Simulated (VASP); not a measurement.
# Ir (Im-3m) in VASP: further runs

One crystal, Ir, is run at these levels: PBE, HSE06; tasks: single point.

Everything below comes from runs of VASP 6.6.1. Logs are shortened: lines on timing, memory, paths and dates and some standing lists are left out, and cuts for length are marked.

## (1) The structure

It takes space group Im-3m (No. 229, cubic). The conventional cell has a = 3.048 Å, b = 3.048 Å, c = 3.048 Å, α = 90.00°, β = 90.00°, γ = 90.00°. Around Ir (site symmetry m-3m) lie 8 Ir at 2.64 Å.

The cell was built by a generator and needn't be a form met in nature.

## (2) Single point, PBE

The input, INCAR:

```
SYSTEM = Ir
PREC = Accurate ; ENCUT = 520
EDIFF = 1E-7 ; ISMEAR = 0
SIGMA = 0.05 ; LREAL = .False.
LASPH = .True. ; NELM = 100
ALGO = Normal ; ISIF = 2
LWAVE = .False. ; LCHARG = .False.
GGA = PE ; NBANDS = 10
```

The input, KPOINTS:

```
Automatic mesh
0
Gamma
  10 10 10
  0 0 0
```

The input, POSCAR:

```
Ir
1.0
   -1.5239058711      1.5239058711      1.5239058711
    1.5239058711     -1.5239058711      1.5239058711
    1.5239058711      1.5239058711     -1.5239058711
Ir
1
Direct
    0.0000000000      0.0000000000      0.0000000000
```

Potentials or basis: VASP PAW PBE potentials, release 64 (Ir).

Command:

```console
$ cat potpaw_PBE.64/Ir/POTCAR > POTCAR
$ mpirun -np 1 vasp_std > vasp.out
```

OUTCAR:

```text
SYSTEM = Ir
   PREC = Accurate
   ENCUT = 520
   EDIFF = 1E-7
   ISMEAR = 0
   LREAL = .False.
   LASPH = .True.
   NELM = 100
   ISIF = 2
   GGA = PE

 ion  position               nearest neighbor table
   1  0.000  0.000  0.000-

  LATTYP: Found a body centered cubic cell.
 ALAT       =     3.0478117422

  Lattice vectors:

 A1 = (  -1.5239058711,   1.5239058711,   1.5239058711)
 A2 = (   1.5239058711,  -1.5239058711,   1.5239058711)
 A3 = (   1.5239058711,   1.5239058711,  -1.5239058711)

Analysis of symmetry for initial positions (statically):
=====================================================================
 Subroutine PRICEL returns:
 Original cell was already a primitive cell.

 Routine SETGRP: Setting up the symmetry group for a
 body centered cubic supercell.

 Subroutine GETGRP returns: Found 48 space group operations
 (whereof 48 operations were pure point group operations)
 out of a pool of 48 trial point group operations.

The static configuration has the point symmetry O_h .

Analysis of symmetry for dynamics (positions and initial velocities):
=====================================================================
 Subroutine PRICEL returns:
 Original cell was already a primitive cell.

 Routine SETGRP: Setting up the symmetry group for a
 body centered cubic supercell.

 Subroutine GETGRP returns: Found 48 space group operations
 (whereof 48 operations were pure point group operations)
 out of a pool of 48 trial point group operations.

The dynamic configuration has the point symmetry O_h .

 Subroutine INISYM returns: Found 48 space group operations
 (whereof 48 operations are pure point group operations),
 and found     1 'primitive' translations

----------------------------------------------------------------------------------------

                                     Primitive cell

  volume of cell :      14.1558

  direct lattice vectors                    reciprocal lattice vectors
    -1.523905871  1.523905871  1.523905871     0.000000000  0.328104255  0.328104255
     1.523905871 -1.523905871  1.523905871     0.328104255  0.000000000  0.328104255
     1.523905871  1.523905871 -1.523905871     0.328104255  0.328104255  0.000000000

  length of vectors
     2.639482395  2.639482395  2.639482395     0.464009487  0.464009487  0.464009487

  position of ions in fractional coordinates (direct lattice)
     0.000000000  0.000000000  0.000000000

  ion indices of the primitive-cell ions
   primitive index   ion index
                 1           1

----------------------------------------------------------------------------------------

 KPOINTS: Automatic mesh

Automatic generation of k-mesh.
 Grid dimensions read from file:
 generate k-points for:   10   10   10

 Generating k-lattice:

  Cartesian coordinates                     Fractional coordinates (reciprocal lattice)
     0.000000000  0.032810425  0.032810425     0.100000000  0.000000000  0.000000000
     0.032810425  0.000000000  0.032810425     0.000000000  0.100000000  0.000000000
     0.032810425  0.032810425  0.000000000     0.000000000  0.000000000  0.100000000

  Length of vectors
     0.046400949  0.046400949  0.046400949

  Shift w.r.t. Gamma in fractional coordinates (k-lattice)
     0.000000000  0.000000000  0.000000000

 Subroutine IBZKPT returns following result:
 ===========================================

 Found     47 irreducible k-points:

 Following reciprocal coordinates:
            Coordinates               Weight
  0.000000  0.000000  0.000000      1.000000
  0.100000  0.000000  0.000000     12.000000
  0.200000  0.000000  0.000000     12.000000
  0.300000  0.000000  0.000000     12.000000
  0.400000  0.000000  0.000000     12.000000
  0.500000  0.000000  0.000000      6.000000
[... 16 lines left out ...]
  0.300000  0.300000  0.100000      8.000000
 -0.300000  0.300000  0.100000     24.000000
 [... further k-points ...]
   k-points           NKPTS =     47   k-points in BZ     NKDIM =     47   number of bands    NBANDS=     10
   number of dos      NEDOS =    301   number of ions     NIONS =      1
   total plane-waves  NPLWV =   8000
   dimension x,y,z NGX =    20 NGY =   20 NGZ =   20
   dimension x,y,z NGXF=    40 NGYF=   40 NGZF=   40
   ions per type =               1
   NGX,Y,Z   is equivalent  to a cutoff of  12.60, 12.60, 12.60 a.u.
   NGXF,Y,Z  is equivalent  to a cutoff of  25.19, 25.19, 25.19 a.u.
 SYSTEM =  Ir
   PREC   = accura    normal or accurate (medium, high low for compatibility)
   ISTART =      0    job   : 0-new  1-cont  2-samecut
   ICHARG =      2    charge: 1-file 2-atom 10-const
   ISPIN  =      1    spin polarized calculation?
   LNONCOLLINEAR =      F non collinear calculations
   LSORBIT =      F    spin-orbit coupling
   LASPH  =      T    aspherical Exc in radial PAW
   ENCUT  =  520.0 eV  38.22 Ry    6.18 a.u.   4.91  4.91  4.91*2*pi/ulx,y,z
   NELM   =    100;   NELMIN=  2; NELMDL= -5     # of ELM steps
   EDIFF  = 0.1E-06   stopping-criterion for ELM
   LREAL  =      F    real-space projection
   EDIFFG = 0.1E-05   stopping-criterion for IOM
   NSW    =      0    number of steps for IOM
   IBRION =     -1    ionic relax: 0-MD 1-quasi-New 2-CG
   NFREE  =      0    steps in history (QN), initial steepest desc. (CG)
   ISIF   =      2    stress and relaxation
   ISYM   =      2    0-nonsym 1-usesym 2-fastsym
   POTIM  = 0.5000    time-step for ionic-motion
   TEBEG  =    0.0;   TEEND  =   0.0 temperature during run
   PSTRESS=    0.0 pullay stress
   NELECT =       9.0000    total number of electrons
   NUPDOWN=      -1.0000    fix difference up-down
   EMIN   =  10.00;   EMAX   =-10.00  energy-range for DOS
   EFERMI =   0.00;   METHOD = LEGACY
   ISMEAR =     0;   SIGMA  =   0.05  broadening in eV -4-tet -1-fermi 0-gaus
   EFERMI_NEDOS =   21; number of points for ismear=-14 and -15
   IALGO  =     38    algorithm
   IMIX   =      4    mixing-type and parameters
     AMIX     =   0.40;   BMIX     =  1.00
     AMIX_MAG =   1.60;   BMIX_MAG =  1.00
  volume/ion in A,a.u.               =      14.16        95.53
  Fermi-wavevector in a.u.,A,eV,Ry     =   1.407702  2.660172 26.961660  1.981626
  Thomas-Fermi vector in A             =   2.529935
   LORBIT       =      0    0 simple, 1 ext, 2 COOP (PROOUT), +10 PAW based schemes
   GGA     = PE    functional components
   LHFCALC =     F    Hartree Fock is set to
   AEXX    =    0.0000 exact exchange contribution
   IVDW    =     0    specifies the selected vdW correction
   LEPSILON=     F    determine dielectric tensor
   LRPA    =     F    only Hartree local field effects (RPA)
 non-spin polarized calculation
 Gauss-broadening in eV      SIGMA  =   0.05
  energy-cutoff  :      520.00
  volume of cell :       14.16
 maximum number of plane-waves:       394
   NGX =  9   NGY =  9   NGZ =  9

 number of electron       8.9999999 magnetization

 Free energy of the ion-electron system (eV)
  ---------------------------------------------------
  ext. energy  EPLUGINS =         0.00000000
  ---------------------------------------------------
  free energy    TOTEN  =        -8.16319489 eV

  energy without entropy =       -8.15896452  energy(sigma->0) =       -8.16107970

 E-fermi :  10.1558     XC(G=0): -13.9650

 val. band max:       10.1525247289   @ k =   0.4000   0.1000   0.1000
 cond. band min:      10.1627348184   @ k =  -0.2000   0.2000   0.1000
 fundamental gap:      0.0102100895
 Fermi energy:        10.1558336766

 k-point     1 :       0.0000    0.0000    0.0000
  band No.  band energies     occupation
      1      -0.7085      2.00000
      2       6.4177      2.00000
      3       6.4177      2.00000
      4       6.4177      2.00000
      5       9.5844      2.00000
      6       9.5844      2.00000
      7      27.1064      0.00000
      8      27.1064      0.00000
      9      27.1064      0.00000
     10      38.3734      0.00000

 k-point     2 :       0.1000    0.0000    0.0000
  band No.  band energies     occupation
      1      -0.2450      2.00000
      2       6.2029      2.00000
      3       6.3958      2.00000
      4       6.8355      2.00000
      5       9.3100      2.00000
      6       9.6004      2.00000
      7      27.3519      0.00000
      8      27.7022      0.00000
      9      27.8397      0.00000
     10      35.4242      0.00000

 k-point     3 :       0.2000    0.0000    0.0000
  band No.  band energies     occupation
      1       0.9686      2.00000
      2       5.6801      2.00000
      3       6.2805      2.00000
      4       8.0313      2.00000
      5       9.0005      2.00000
      6       9.6736      2.00000
      7      27.1518      0.00000
      8      27.5812      0.00000
      9      29.8694      0.00000
     10      33.7709      0.00000

 k-point     4 :       0.3000    0.0000    0.0000
  band No.  band energies     occupation
      1       2.1680      2.00000
      2       5.0983      2.00000
      3       6.6488      2.00000
      4       9.1647      2.00000
      5       9.7988      2.00000
      6       9.8320      2.00000
      7      24.2899      0.00000
      8      25.4801      0.00000
      9      32.2754      0.00000
     10      32.7523      0.00000
[... 222 lines left out ...]
 k-point    22 :      -0.2000    0.2000    0.1000
  band No.  band energies     occupation
      1       1.3978      2.00000
      2       6.0573      2.00000
      3       6.3684      2.00000
      4       7.9065      2.00000
      5       8.0751      2.00000
      6      10.1627      0.84524
      7      27.4480      0.00000
      8      27.9008      0.00000
      9      30.2097      0.00000
     10      31.4085      0.00000

 k-point    23 :       0.3000    0.3000    0.1000
  band No.  band energies     occupation
      1       4.1486      2.00000
      2       5.7398      2.00000
      3       5.7398      2.00000
      4      10.0912      1.93237
      5      10.0912      1.93237
      6      16.3958      0.00000
      7      19.5441      0.00000
      8      19.5441      0.00000
      9      24.7393      0.00000
     10      35.5841      0.00000

 k-point    24 :      -0.3000    0.3000    0.1000
  band No.  band energies     occupation
      1       2.5917      2.00000
      2       5.5120      2.00000
      3       6.2978      2.00000
      4       8.4627      2.00000
      5       9.6805      2.00000
      6      10.3716      0.00000
      7      24.0945      0.00000
      8      26.5375      0.00000
      9      30.6376      0.00000
     10      33.3034      0.00000

 [... further k-points ...]
[... 5 lines left out ...]
  --------------------------------------------------------------------------------------
  -------------------------------------------------------------------------------------
  Total        1.9787672      1.9787672      1.9787672      0.0000000      0.0000000     -0.0000000
  in kB      223.9602146    223.9602146    223.9602146      0.0000000      0.0000000     -0.0000000
  external PRESSURE =     223.9602146 kB  Pullay stress =       0.0000000 kB

 VOLUME and BASIS-vectors are now :
 -----------------------------------------------------------------------------
  energy-cutoff  :      520.00
  volume of cell :       14.16
      direct lattice vectors                 reciprocal lattice vectors
    -1.523905871  1.523905871  1.523905871     0.000000000  0.328104255  0.328104255
     1.523905871 -1.523905871  1.523905871     0.328104255  0.000000000  0.328104255
     1.523905871  1.523905871 -1.523905871     0.328104255  0.328104255  0.000000000

 POSITION                                       TOTAL-FORCE (eV/Angst)
 -----------------------------------------------------------------------------------
      0.00000      0.00000      0.00000        -0.000000      0.000000      0.000000
 -----------------------------------------------------------------------------------
    total drift:                                0.000000      0.000000      0.000000

  FREE ENERGIE OF THE ION-ELECTRON SYSTEM (eV)
  ---------------------------------------------------
  free  energy   TOTEN  =        -8.1631948885 eV

  energy  without entropy=       -8.1589645185  energy(sigma->0) =       -8.16107970
```

Wall time 5.7 s (1 thread of Intel Xeon Platinum 8559C (Emerald Rapids), shared host); peak memory 0.12 GiB.

What came out:

```
Free energy            : -8.1632 eV
Pressure               : 22.4 GPa
Band gap on the k mesh : none (metal or under the smearing width)
```

Levels at points of the mesh, in eV from the Fermi level:
| k point | band 3 | band 4 | band 5 | band 6 | band 7 | band 8 |
| --- | --- | --- | --- | --- | --- | --- |
| (0.00, 0.00, 0.00) | -3.74 | -3.74 | -0.57 | -0.57 | 16.95 | 16.95 |
| (0.50, 0.00, 0.00) | -0.74 | -0.12 | -0.04 | 2.36 | 8.29 | 13.08 |
| (0.50, 0.50, 0.50) | 1.61 | 1.61 | 1.61 | 8.03 | 8.03 | 8.03 |

Caveat: so large a pressure means that the cell lies far from this level's equilibrium, or that cutoff or potentials fall short.

## (3) Single point, HSE06

This run uses another cell than the first one, of 14.50 Å³/atom, 1.024 times its volume.

The input, POSCAR:

```
Ir
1.0
   -1.5360995062      1.5360995062      1.5360995062
    1.5360995062     -1.5360995062      1.5360995062
    1.5360995062      1.5360995062     -1.5360995062
Ir
1
Direct
    0.0000000000      0.0000000000      0.0000000000
```

The input, INCAR.step1:

```
SYSTEM = Ir
  PREC = Accurate
  ENCUT = 520
  EDIFF = 1E-5
  ISMEAR = 0
  SIGMA = 0.05
  LREAL = .FALSE.
  LASPH = .TRUE.
  NELM = 100
  ALGO = Normal
  ISIF = 2
  LWAVE = .TRUE.
  NBANDS = 10
  GGA = PE
```

The input, INCAR.step2:

```
SYSTEM = Ir
  PREC = Accurate
  ENCUT = 520
  EDIFF = 1E-6
  ISMEAR = 0
  SIGMA = 0.05
  LREAL = .FALSE.
  LASPH = .TRUE.
  NELM = 100
  ALGO = Normal
  ISIF = 2
  LWAVE = .FALSE.
  LCHARG = .TRUE.
  GGA = PE
  LHFCALC = .TRUE.
  HFSCREEN = 0.2079
  PRECFOCK = Normal
  LELF = .TRUE.
  LVHAR = .TRUE.
  NBANDS = 10
  ISTART = 1
```

The input, KPOINTS:

```
regular mesh
0
G
  10 10 10
  0 0 0
```

Potentials or basis: VASP PAW PBE potentials, release 64 (Ir).

Command:

```console
$ cat potpaw_PBE.64/Ir/POTCAR > POTCAR
$ cp INCAR.step1 INCAR
$ mpirun -np 1 vasp_std > vasp.out
$ cp INCAR.step2 INCAR
$ mpirun -np 1 vasp_std > vasp.out
```

It took 45 min on 1 thread of Intel Xeon Platinum 8559C (Emerald Rapids), shared host; peak memory 0.26 GiB.

It converged, with:

```yaml
Free_energy: -9.4726 eV
Pressure: 2.2 GPa
Band_gap_on_the_k_mesh: none (metal or under the smearing width)
```

Levels at points of the mesh, in eV from the Fermi level:
```tsv
k point	band 1	band 2	band 3	band 4	band 5	band 6	band 7	band 8	band 9
(0.00, 0.00, 0.00)	-11.40	-3.99	-3.99	-3.99	-0.88	-0.88	18.43	18.43	18.43
(0.50, 0.00, 0.00)	-8.20	-5.99	-0.93	0.01	0.17	2.95	9.41	14.39	18.59
(0.50, 0.50, 0.50)	-7.86	-7.86	2.17	2.17	2.17	9.05	9.05	9.05	16.67
```

Caveat: the PAW data sets were made with another functional, which shifts forces and pressure a little.
